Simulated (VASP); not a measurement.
# ZrB2 (P6/mmm) in VASP: a series of runs

Runs on ZrB2. Level: PBEsol. Tasks: single point.

All numbers are computed with VASP 6.6.1; they aren't measurements. Logs are shortened: lines on timing, memory, paths and dates and some standing lists are left out, and cuts for length are marked.

### Step 1. The cell of the first run

It takes space group P6/mmm (No. 191, hexagonal). Conventional cell: a = 3.023 Å, b = 3.023 Å, c = 3.360 Å, α = 90.00°, β = 90.00°, γ = 120.00°. Zr (site symmetry 6/mmm) has 12 B at 2.42 Å as nearest neighbours. Around B (site symmetry -6m2) lie 3 B at 1.75 Å.

### Step 2. Single point, PBEsol (volume 8.866 Å^3 an atom, c/a of the conventional cell 1.1115)

INCAR reads:

```
ALGO = Normal
EDIFF = 1E-6
ENCUT = 520
GGA = PS
ISIF = 2
ISMEAR = 0
LASPH = True
LCHARG = False
LREAL = False
LWAVE = False
NBANDS = 16
NELM = 60
PREC = Accurate
SIGMA = 0.15
```

KPOINTS reads:

```
k-points
0
Gamma
  18 18 12
```

POSCAR reads:

```
ZrB2
1.0
    3.0231792027      0.0000000000      0.0000000000
   -1.5115896014      2.6181499897      0.0000000000
    0.0000000000      0.0000000000      3.3603968383
Zr B
1 2
Direct
    0.0000000000      0.0000000000      0.0000000000
    0.3333333333      0.6666666667      0.5000000000
    0.6666666667      0.3333333333      0.5000000000
```

Potentials or basis: VASP PAW PBE potentials, release 64 (Zr_sv, B).

Launch:

```
cat potpaw_PBE.64/Zr_sv/POTCAR potpaw_PBE.64/B/POTCAR > POTCAR
mpirun -np 1 vasp_std > vasp.out
```

OUTCAR:

```text
EDIFF = 1E-6
   ENCUT = 520
   GGA = PS
   ISIF = 2
   ISMEAR = 0
   LASPH = True
   LREAL = False
   NELM = 60
   PREC = Accurate

 ion  position               nearest neighbor table
   1  0.000  0.000  0.000-   2 2.42   3 2.42   2 2.42   3 2.42   2 2.42   2 2.42   3 2.42   3 2.42
                             3 2.42   3 2.42   2 2.42   2 2.42
   2  0.333  0.667  0.500-   3 1.75   3 1.75   3 1.75   1 2.42   1 2.42   1 2.42   1 2.42   1 2.42
                             1 2.42
   3  0.667  0.333  0.500-   2 1.75   2 1.75   2 1.75   1 2.42   1 2.42   1 2.42   1 2.42   1 2.42
                             1 2.42

  LATTYP: Found a hexagonal cell.
 ALAT       =     3.0231792027
 C/A-ratio  =     1.1115440445

  Lattice vectors:

 A1 = (   3.0231792027,   0.0000000000,   0.0000000000)
 A2 = (  -1.5115896014,   2.6181499897,   0.0000000000)
 A3 = (   0.0000000000,   0.0000000000,   3.3603968383)

Analysis of symmetry for initial positions (statically):
=====================================================================
 Subroutine PRICEL returns:
 Original cell was already a primitive cell.

 Routine SETGRP: Setting up the symmetry group for a
 hexagonal supercell.

 Subroutine GETGRP returns: Found 24 space group operations
 (whereof 24 operations were pure point group operations)
 out of a pool of 24 trial point group operations.

The static configuration has the point symmetry D_6h.

Analysis of symmetry for dynamics (positions and initial velocities):
=====================================================================
 Subroutine PRICEL returns:
 Original cell was already a primitive cell.

 Routine SETGRP: Setting up the symmetry group for a
 hexagonal supercell.

 Subroutine GETGRP returns: Found 24 space group operations
 (whereof 24 operations were pure point group operations)
 out of a pool of 24 trial point group operations.

The dynamic configuration has the point symmetry D_6h.

 Subroutine INISYM returns: Found 24 space group operations
 (whereof 24 operations are pure point group operations),
 and found     1 'primitive' translations

----------------------------------------------------------------------------------------

                                     Primitive cell

  volume of cell :      26.5980

  direct lattice vectors                    reciprocal lattice vectors
     3.023179203  0.000000000  0.000000000     0.330777613  0.190974544  0.000000000
    -1.511589601  2.618149990  0.000000000     0.000000000  0.381949088  0.000000000
     0.000000000  0.000000000  3.360396838     0.000000000  0.000000000  0.297583901

  length of vectors
     3.023179203  3.023179203  3.360396838     0.381949088  0.381949088  0.297583901

  position of ions in fractional coordinates (direct lattice)
     0.000000000  0.000000000  0.000000000
     0.333333333  0.666666667  0.500000000
     0.666666667  0.333333333  0.500000000

  ion indices of the primitive-cell ions
   primitive index   ion index
                 1           1
                 2           2
                 3           3

----------------------------------------------------------------------------------------

 KPOINTS: k-points

Automatic generation of k-mesh.
 Grid dimensions read from file:
 generate k-points for:   18   18   12

 Generating k-lattice:

  Cartesian coordinates                     Fractional coordinates (reciprocal lattice)
     0.018376534  0.010609697  0.000000000     0.055555556  0.000000000  0.000000000
     0.000000000  0.021219394  0.000000000     0.000000000  0.055555556  0.000000000
     0.000000000  0.000000000  0.024798658     0.000000000  0.000000000  0.083333333

  Length of vectors
     0.021219394  0.021219394  0.024798658

  Shift w.r.t. Gamma in fractional coordinates (k-lattice)
     0.000000000  0.000000000  0.000000000

 Subroutine IBZKPT returns following result:
 ===========================================

 Found    259 irreducible k-points:

 Following reciprocal coordinates:
            Coordinates               Weight
  0.000000  0.000000  0.000000      1.000000
  0.055556 -0.000000  0.000000      6.000000
  0.111111 -0.000000  0.000000      6.000000
  0.166667 -0.000000  0.000000      6.000000
  0.222222 -0.000000  0.000000      6.000000
  0.277778 -0.000000  0.000000      6.000000
[... 16 lines left out ...]
  0.333333  0.111111  0.000000     12.000000
  0.388889  0.111111  0.000000     12.000000
 [... further k-points ...]
   k-points           NKPTS =    259   k-points in BZ     NKDIM =    259   number of bands    NBANDS=     16
   number of dos      NEDOS =    301   number of ions     NIONS =      3
   total plane-waves  NPLWV =  16128
   dimension x,y,z NGX =    24 NGY =   24 NGZ =   28
   dimension x,y,z NGXF=    48 NGYF=   48 NGZF=   56
   ions per type =               1   2
   NGX,Y,Z   is equivalent  to a cutoff of  13.20, 13.20, 13.85 a.u.
   NGXF,Y,Z  is equivalent  to a cutoff of  26.40, 26.40, 27.70 a.u.
 SYSTEM =  unknown system
   PREC   = accura    normal or accurate (medium, high low for compatibility)
   ISTART =      0    job   : 0-new  1-cont  2-samecut
   ICHARG =      2    charge: 1-file 2-atom 10-const
   ISPIN  =      1    spin polarized calculation?
   LNONCOLLINEAR =      F non collinear calculations
   LSORBIT =      F    spin-orbit coupling
   LASPH  =      T    aspherical Exc in radial PAW
   ENCUT  =  520.0 eV  38.22 Ry    6.18 a.u.   5.62  5.62  6.25*2*pi/ulx,y,z
   NELM   =     60;   NELMIN=  2; NELMDL= -5     # of ELM steps
   EDIFF  = 0.1E-05   stopping-criterion for ELM
   LREAL  =      F    real-space projection
   EDIFFG = 0.1E-04   stopping-criterion for IOM
   NSW    =      0    number of steps for IOM
   IBRION =     -1    ionic relax: 0-MD 1-quasi-New 2-CG
   NFREE  =      0    steps in history (QN), initial steepest desc. (CG)
   ISIF   =      2    stress and relaxation
   ISYM   =      2    0-nonsym 1-usesym 2-fastsym
   POTIM  = 0.5000    time-step for ionic-motion
   TEBEG  =    0.0;   TEEND  =   0.0 temperature during run
   PSTRESS=    0.0 pullay stress
   NELECT =      18.0000    total number of electrons
   NUPDOWN=      -1.0000    fix difference up-down
   EMIN   =  10.00;   EMAX   =-10.00  energy-range for DOS
   EFERMI =   0.00;   METHOD = LEGACY
   ISMEAR =     0;   SIGMA  =   0.15  broadening in eV -4-tet -1-fermi 0-gaus
   EFERMI_NEDOS =   21; number of points for ismear=-14 and -15
   IALGO  =     38    algorithm
   IMIX   =      4    mixing-type and parameters
     AMIX     =   0.40;   BMIX     =  1.00
     AMIX_MAG =   1.60;   BMIX_MAG =  1.00
  volume/ion in A,a.u.               =       8.87        59.83
  Fermi-wavevector in a.u.,A,eV,Ry     =   1.437306  2.716115 28.107589  2.065849
  Thomas-Fermi vector in A             =   2.556399
   LORBIT       =      0    0 simple, 1 ext, 2 COOP (PROOUT), +10 PAW based schemes
   GGA     = PS    functional components
   LHFCALC =     F    Hartree Fock is set to
   AEXX    =    0.0000 exact exchange contribution
   IVDW    =     0    specifies the selected vdW correction
   LEPSILON=     F    determine dielectric tensor
   LRPA    =     F    only Hartree local field effects (RPA)
 non-spin polarized calculation
 Gauss-broadening in eV      SIGMA  =   0.15
  energy-cutoff  :      520.00
  volume of cell :       26.60
 maximum number of plane-waves:       739
 NGX is ok and might be reduce to    24
   NGX = 11   NGY = 11   NGZ = 13

 number of electron      18.0000000 magnetization

 Free energy of the ion-electron system (eV)
  ---------------------------------------------------
  ext. energy  EPLUGINS =         0.00000000
  ---------------------------------------------------
  free energy    TOTEN  =       -25.97213046 eV

  energy without entropy =      -25.96983833  energy(sigma->0) =      -25.97098439

 E-fermi :  12.1233     XC(G=0): -13.2310

 val. band max:       12.0286821347   @ k =   0.2222   0.2222   0.0000
 cond. band min:      12.1437934910   @ k =   0.2222   0.2222   0.0833
 fundamental gap:      0.1151113563
 Fermi energy:        12.1233446384

 k-point     1 :       0.0000    0.0000    0.0000
  band No.  band energies     occupation
      1     -35.9530      2.00000
      2     -14.2722      2.00000
      3     -13.4421      2.00000
      4     -13.4421      2.00000
      5      -1.2242      2.00000
      6       9.1387      2.00000
[... 8 lines left out ...]
     15      17.8402      0.00000
     16      17.9184      0.00000

 k-point     2 :       0.0556   -0.0000    0.0000
  band No.  band energies     occupation
      1     -35.9467      2.00000
      2     -14.2634      2.00000
      3     -13.4932      2.00000
      4     -13.4528      2.00000
      5      -1.1514      2.00000
      6       8.9698      2.00000
[... 8 lines left out ...]
     15      18.4274      0.00000
     16      18.4709      0.00000

 k-point     3 :       0.1111   -0.0000    0.0000
  band No.  band energies     occupation
      1     -35.9285      2.00000
      2     -14.2379      2.00000
      3     -13.6381      2.00000
      4     -13.4835      2.00000
      5      -0.9392      2.00000
      6       8.4762      2.00000
[... 8 lines left out ...]
     15      19.1935      0.00000
     16      19.5235      0.00000

 k-point     4 :       0.1667   -0.0000    0.0000
  band No.  band energies     occupation
      1     -35.9005      2.00000
      2     -14.1985      2.00000
      3     -13.8535      2.00000
      4     -13.5302      2.00000
      5      -0.6037      2.00000
      6       7.8010      2.00000
[... 8 lines left out ...]
     15      19.7989      0.00000
     16      20.2518      0.00000
[... 324 lines left out ...]
 k-point    22 :       0.2778    0.1111    0.0000
  band No.  band energies     occupation
      1     -35.7840      2.00000
      2     -14.5971      2.00000
      3     -14.0342      2.00000
      4     -13.7979      2.00000
      5       1.1172      2.00000
      6       5.5536      2.00000
[... 8 lines left out ...]
     15      21.4375      0.00000
     16      23.5584      0.00000

 k-point    23 :       0.3333    0.1111    0.0000
  band No.  band energies     occupation
      1     -35.7567      2.00000
      2     -14.7590      2.00000
      3     -13.9956      2.00000
      4     -13.8564      2.00000
      5       1.7450      2.00000
      6       4.8362      2.00000
[... 8 lines left out ...]
     15      22.5220      0.00000
     16      23.1686      0.00000

 k-point    24 :       0.3889    0.1111    0.0000
  band No.  band energies     occupation
      1     -35.7389      2.00000
      2     -14.8629      2.00000
      3     -13.9702      2.00000
      4     -13.8942      2.00000
      5       2.3759      2.00000
      6       4.1501      2.00000
[... 8 lines left out ...]
     15      22.5432      0.00000
     16      23.4073      0.00000

 [... further k-points ...]

------------------------ aborting loop because EDIFF is reached ----------------------------------------

  FORCE on cell =-STRESS in cart. coord.  units (eV):
  Direction    XX          YY          ZZ          XY          YZ          ZX
  --------------------------------------------------------------------------------------
  -------------------------------------------------------------------------------------
  Total        7.0310873      7.0310873      6.6530017     -0.0000000     -0.0000000      0.0000000
  in kB      423.5299161    423.5299161    400.7552632     -0.0000000     -0.0000000      0.0000000
  external PRESSURE =     415.9383651 kB  Pullay stress =       0.0000000 kB

 VOLUME and BASIS-vectors are now :
 -----------------------------------------------------------------------------
  energy-cutoff  :      520.00
  volume of cell :       26.60
      direct lattice vectors                 reciprocal lattice vectors
     3.023179203  0.000000000  0.000000000     0.330777613  0.190974544  0.000000000
    -1.511589601  2.618149990  0.000000000     0.000000000  0.381949088  0.000000000
     0.000000000  0.000000000  3.360396838     0.000000000  0.000000000  0.297583901

 POSITION                                       TOTAL-FORCE (eV/Angst)
 -----------------------------------------------------------------------------------
      0.00000      0.00000      0.00000        -0.000000     -0.000000      0.000000
     -0.00000      1.74543      1.68020        -0.000000      0.000000     -0.000000
      1.51159      0.87272      1.68020         0.000000     -0.000000      0.000000
 -----------------------------------------------------------------------------------
    total drift:                               -0.000000      0.000000      0.000000

  FREE ENERGIE OF THE ION-ELECTRON SYSTEM (eV)
  ---------------------------------------------------
  free  energy   TOTEN  =       -25.9721304613 eV

  energy  without entropy=      -25.9698383272  energy(sigma->0) =      -25.97098439
```

Run time: 76 s. Hardware: 1 thread of Intel Xeon Platinum 8488C (Sapphire Rapids), shared host; peak memory 0.22 GiB.

What came out:

```yaml
Free_energy: -25.9721 eV
Pressure: 41.6 GPa
Band_gap_on_the_k_mesh: none (metal or under the smearing width)
```

Levels at points of the mesh, in eV from the Fermi level:
```tsv
k point	band 6	band 7	band 8	band 9	band 10	band 11	band 12	band 13
(0.00, 0.00, 0.00)	-2.98	-2.97	-2.97	-2.18	4.07	4.07	4.97	4.97
(0.50, 0.00, 0.00)	-8.45	-4.44	-3.21	-3.18	2.54	2.70	5.91	6.06
(0.00, 0.00, 0.50)	-7.34	-1.03	-1.03	0.31	0.31	0.86	0.86	2.21
(0.50, 0.00, 0.50)	-7.06	-5.18	-4.67	-1.56	4.55	4.85	6.40	7.71
```

Caveat: a pressure of tens of GPa on the cell as given is suspect, and the run, the potentials or the cell itself is likely at fault; the PAW data sets were made with another functional, which shifts forces and pressure a little.

(Continued in part 2 of 2.)
